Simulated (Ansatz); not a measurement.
# Zn (Fm-3m) in Ansatz: single point with PBE

Aim: the single point of Zn with PBE.

All numbers are computed with Ansatz 0.2.0; they aren't measurements. Logs are shortened: lines on timing, memory, paths and dates and some standing lists are left out, and cuts for length are marked.

## (1) The cell of the first run

Symmetry: Fm-3m, No. 225, cubic system. The conventional cell has a = 4.032 Å, b = 4.032 Å, c = 4.032 Å, α = 90.00°, β = 90.00°, γ = 90.00°. Around Zn (site symmetry m-3m) lie 12 Zn at 2.85 Å.

This isn't the form of Zn at room conditions, which is hcp.

## (2) Single point, PBE (volume scaled by 1.08)

Contents of input.yaml:

```yaml
crystal:
  lattice:
    - [4.03166364, 0.0, 0.0]
    - [0.0, 4.03166364, 0.0]
    - [0.0, 0.0, 4.03166364]
  atoms:
    - { symbol: Zn, position: [0.0, 0.0, 0.0] }
    - { symbol: Zn, position: [0.0, 0.5, 0.5] }
    - { symbol: Zn, position: [0.5, 0.0, 0.5] }
    - { symbol: Zn, position: [0.5, 0.5, 0.0] }
kpoints:
  mp_grid: { grid: [7, 7, 7] }
scf:
  occupations: { method: fermi_dirac, width: 0.02 }
hamiltonian:
  xc: pbe
  pseudopotentials: { kind: all_electron, lapw: { basis_error: 0.003 } }
output:
  forces: true
  stress: true
  eigenvalues: true
```

Potentials or basis: all-electron LAPW, scalar-relativistic.

Launch:

```
ansatz run input.yaml --threads 2 --pin off --max-ram 6144MiB --backend cpu --events-out ev --progress --plain --runs-dir out
```

Standard output:

```text
Warning: RAYON_NUM_THREADS=2 ignored (pool sized by the plan → 2); use --threads N
LAPW: plane waves up to 7.192 Å⁻¹, error target 3.0e-3 eV per atom; small_component_spin mean_spin; Zn in spheres of 1.425 Å, 20 of its electrons in bands, Dirac shells [] (how accurate: hamiltonian.pseudopotentials.lapw.basis_error, Limitations)
Engine: ansatz 0.2.0, aarch64-unknown-linux-gnu
Pseudopotentials: kind: all_electron
Pseudopotential: Zn, LAPW, valence charge 20, lapw/all_electron/scalar/gaussian/Zn, Koelling and Harmon's equation, gaussian nucleus
Functional definition: PBE
  parameter kappa = 0.804
  parameter beta = 0.06672455060314922
  exchange = pbe_x(kappa = kappa, mu = beta*pi^2/3)
  correlation = pbe_c(beta = beta)
Crystal: 4 atoms, lattice volume = 65.532 Å³
Basis set: ecut = 197.06421033807135 eV, 437 PW (Γ), exchange–correlation at level 2
Bands: 48, of which v1, the nominal top of the filled ones, is band 40 counted from 1 (39 counted from 0)
Symmetry: 192 space group operations
Space group: Fm-3m (ITA 225), of the structure as read, at distance tolerance 4.0e-5 Å
k-points: 20 of 343
Non-local potential: Zn, projectors of the file, none
Initial density: superposition of atomic densities (chi_scale 0.1, normalization cell)
Initial wavefunctions: plane waves of lowest kinetic energy (no species holds an atomic orbital)
Functional: x = pbe(κ = 0.804, μ = 0.2195149727645171), c = pbe(β = 0.06672455060314922)
iter 1 solved again at ethr=7.77e-5 eV; its pass at ethr=1.00e-1 eV (dr2=6.21e-2 eV) is discarded
SCF iter   1: F=—  HF=-195492.294444 eV  |F-HF|=—  |Δ(HF+E_count)|=         —  Δρ=1.30e-2  dr2=6.25e-2  ethr=7.77e-5  ⟨swp⟩=3.1  Hψ=6393  notcnv=0
preconditioner: auto → Resta (q_TF=auto, 2.821 Å⁻¹)  ε∞=8.6  [insulator: Δε(μ)=0.485 eV  Ē_g=11.522 eV  σ=0.020 eV  W_gap=0.76  n_scr=26 (ndim 8)  ℏωp=31.8 eV  f_vac=0.000  D(μ)=2.71/eV (n_scr^D=26)  ε∞_Penn≈8.6]
SCF iter   2: F=—  HF=-195492.139557 eV  |F-HF|=—  |Δ(HF+E_count)|=   1.55e-1  Δρ=4.68e-3  dr2=1.01e-2  ethr=7.77e-5  ⟨swp⟩=3.0  Hψ=3202  notcnv=0
SCF iter   3: F=—  HF=-195491.964348 eV  |F-HF|=—  |Δ(HF+E_count)|=   1.75e-1  Δρ=5.54e-3  dr2=1.37e-2  ethr=1.26e-5  ⟨swp⟩=3.0  Hψ=3197  notcnv=0
SCF iter   4: F=—  HF=-195491.957678 eV  |F-HF|=—  |Δ(HF+E_count)|=   6.67e-3  Δρ=2.08e-3  dr2=2.56e-3  ethr=1.26e-5  ⟨swp⟩=2.0  Hψ=2908  notcnv=0
iter 5 solved again at ethr=1.85e-7 eV; its pass at ethr=3.20e-6 eV (dr2=1.48e-4 eV) is discarded
SCF iter   5: F=—  HF=-195491.958435 eV  |F-HF|=—  |Δ(HF+E_count)|=   7.58e-4  Δρ=4.47e-4  dr2=1.48e-4  ethr=1.85e-7  ⟨swp⟩=2.0  Hψ=4734  notcnv=0
SCF iter   6: F=—  HF=-195491.958454 eV  |F-HF|=—  |Δ(HF+E_count)|=   1.87e-5  Δρ=6.26e-5  dr2=2.26e-6  ethr=1.85e-7  ⟨swp⟩=2.1  Hψ=2773  notcnv=0
SCF iter   7: F=—  HF=-195491.958452 eV  |F-HF|=—  |Δ(HF+E_count)|=   1.65e-6  Δρ=1.40e-5  dr2=1.03e-7  ethr=2.83e-9  ⟨swp⟩=2.2  Hψ=2777  notcnv=0
SCF iter   8: F=-195491.958452 eV  HF=-195491.958452 eV  |F-HF|=2.59e-9  |Δ(HF+E_count)|=   1.78e-8  Δρ=2.03e-6  dr2=2.55e-9  ethr=1.29e-10  ⟨swp⟩=2.3  Hψ=2785  notcnv=0
SCF 1 converged in 8 iterations: F = -195491.958452 eV  dr2 = 2.55e-9
SCF converged after 8 iterations
Free energy (F): -195491.958452 eV
Harris-Foulkes:  -195491.958452 eV  (|F-HF|=2.59e-9)
Internal energy: -195491.955005 eV  (E = F + TS)
E sigma→0 (E₀):  -195491.956729 eV
Entropy (-TS):   -0.003448 eV (-0.862 meV/atom)
Fermi energy:    12.318544 eV
--- Per-component energies (eV) ---
  E_band       = -2258.628452
  E_kinetic    = 199084.097494
  E_xc         = -7799.256271
  E_electrostatic = -386776.796227  (all electrons and nuclei)
  E_smearing   = -0.003448  (= −TS)
  E_closure    = 0.000000  (closes the sum)
  E_atoms      = -195487.659622  (free atoms, spherical and without spin; not in F)
  Σ components = -195491.958452   (vs F -195491.958452, Δ=0.00e0)
  Basis errors (estimates in eV, not in F): energy 6.3e-4 per atom: plane waves 6.1e-4 (3.2e-4 summed), levels above the bands 9.9e-180, relativity 4.1e-9, radial functions 1.4e-5, core shells 3.4e-14; eigenvalues (radial functions only) 2.1e-5; not estimated: angular momenta, meshes, grids; target (lapw.basis_error) 3.0e-3; muffin-tin radii Zn 1.425 Å
--- Forces (eV/Å), atoms counted from 1 ---
  atom   1  Zn     0.00000000    -0.00000000    -0.00000000
  atom   2  Zn     0.00000000    -0.00000000     0.00000000
  atom   3  Zn     0.00000000     0.00000000     0.00000000
  atom   4  Zn     0.00000000     0.00000000     0.00000000
  max |Σ_I F_I| component: 5.44e-30 eV/Å
--- Stress (GPa, compression-positive) ---
       -4.263506      -0.000000       0.000000
       -0.000000      -4.263506      -0.000000
        0.000000      -0.000000      -4.263506
  P = ⅓ Tr σ = -4.2635 GPa (-42.635 kbar)
--- Band table (eV; the first three rows and the last of 20) ---
  k-point 0: bands = ["-113.7464", "-113.7447", "-113.7447", "-113.7447", "-67.9107", "-67.9107", "-67.9107", "-67.9023", "-67.9023", "-67.9023", "-67.9023", "-67.9023", "-67.9023", "-67.8963", "-67.8963", "-67.8963", "2.7983", "4.5795", "4.5795", "4.5795", "4.6352", "4.6352", "4.6352", "5.1603", "5.1603", "5.1603", "5.4891", "5.4891", "5.7244", "5.7244", "5.7244", "5.8001", "5.8001", "5.8001", "5.8001", "5.8001", "5.8001", "11.7498", "11.7498", "11.7498", "14.0098", "14.0098", "14.0098", "20.5758", "20.5758", "20.5758", "20.5758", "20.5758"]
  k-point 1: bands = ["-113.7464", "-113.7448", "-113.7447", "-113.7447", "-67.9103", "-67.9103", "-67.9100", "-67.9027", "-67.9027", "-67.9023", "-67.9023", "-67.9020", "-67.9020", "-67.8970", "-67.8966", "-67.8966", "2.9927", "4.6101", "4.6263", "4.6263", "4.6611", "4.6731", "4.6731", "5.1342", "5.1871", "5.1871", "5.4658", "5.5006", "5.6942", "5.6942", "5.7084", "5.7084", "5.7127", "5.7625", "5.7625", "5.8001", "5.8001", "10.0997", "12.0316", "12.0316", "14.1335", "14.1335", "16.0218", "19.3177", "19.3177", "19.5724", "19.5724", "20.8202"]
  k-point 2: bands = ["-113.7461", "-113.7451", "-113.7447", "-113.7447", "-67.9091", "-67.9091", "-67.9080", "-67.9039", "-67.9039", "-67.9023", "-67.9023", "-67.9012", "-67.9012", "-67.8990", "-67.8974", "-67.8974", "3.5578", "4.6851", "4.7337", "4.7443", "4.7443", "4.7863", "4.7863", "5.0611", "5.2645", "5.2645", "5.4177", "5.4826", "5.4826", "5.5331", "5.6136", "5.6136", "5.6612", "5.6612", "5.6798", "5.8002", "5.8002", "8.0405", "12.8255", "12.8255", "14.5067", "14.5067", "17.3741", "17.3741", "17.9790", "17.9790", "19.1700", "21.5388"]
  k-point 19: bands = ["-113.7452", "-113.7451", "-113.7451", "-113.7451", "-67.9110", "-67.9110", "-67.9110", "-67.9105", "-67.8992", "-67.8992", "-67.8992", "-67.8989", "-67.8989", "-67.8989", "-67.8986", "-67.8986", "4.5494", "4.5840", "4.5840", "4.5840", "5.1412", "5.1412", "5.1412", "5.1664", "5.1664", "5.1842", "5.1842", "5.1842", "5.6657", "5.6657", "5.6657", "5.7147", "5.7147", "5.7389", "5.7389", "5.7389", "8.5115", "9.8260", "9.8260", "9.8260", "11.5225", "11.5225", "11.5225", "12.8164", "25.5491", "25.5491", "25.5491", "26.0600"]
```

It took 6 s on 2 threads of Arm Neoverse V1, shared host; peak memory 0.31 GiB.

Results:

- Free energy: -195491.9585 eV
- Pressure: -4.3 GPa
- Band gap on the k mesh: none (metal or under the smearing width)

Levels at points of the mesh, in eV from the Fermi level:
| k point | band 38 | band 39 | band 40 | band 41 | band 42 | band 43 |
| --- | --- | --- | --- | --- | --- | --- |
| (0.00, 0.00, 0.00) | -0.57 | -0.57 | -0.57 | 1.69 | 1.69 | 1.69 |

Caveat: the k mesh is thin for a metal, which can move the energy by tens of meV per atom.
